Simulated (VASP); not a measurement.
GaSe, 8 atoms in the cell. The structure is hexagonal, space group P6_3/mmc (No. 194). The conventional cell has a = 3.771 Å, b = 3.771 Å, c = 15.967 Å, α = 90.00°, β = 90.00°, γ = 120.00°. Around Ga (site symmetry 3m) lie 1 Ga at 2.44 Å and 3 Se at 2.48 Å. Se (site symmetry 3m) has 3 Ga at 2.48 Å as nearest neighbours. 

```yaml
Program: VASP 6.6.1
Task: dielectric tensor
Functional: PBE
Dispersion: D3(BJ)
Potentials_or_basis: VASP PAW PBE potentials, release 64 (Ga_d, Se)
Cutoff: 600 eV
k_mesh: 12 × 12 × 3
Occupations: gaussian, width 0.03 eV
Spin: no spin polarisation
Monkhorst-Pack_mesh: no
Further_INCAR_settings: ALGO = Normal; EDIFF = 1e-08
```

Potentials or basis: VASP PAW PBE potentials, release 64 (Ga_d, Se).

The run is started by

```console
$ cat potpaw_PBE.64/Ga_d/POTCAR potpaw_PBE.64/Se/POTCAR > POTCAR
$ mpirun -np 2 vasp_std > vasp.out
```

Hardware: 2 MPI ranks on AMD EPYC 7R43 64-Core Processor (Zen 3), with other jobs on the host.

**Question.** Estimate the wall time of this run.

**Answer.** Wall time 99 min on 2 MPI ranks on AMD EPYC 7R43 64-Core Processor (Zen 3) (shared host), peak memory 1.9 GiB a rank. Counts: scf iterations 157, k points 38.
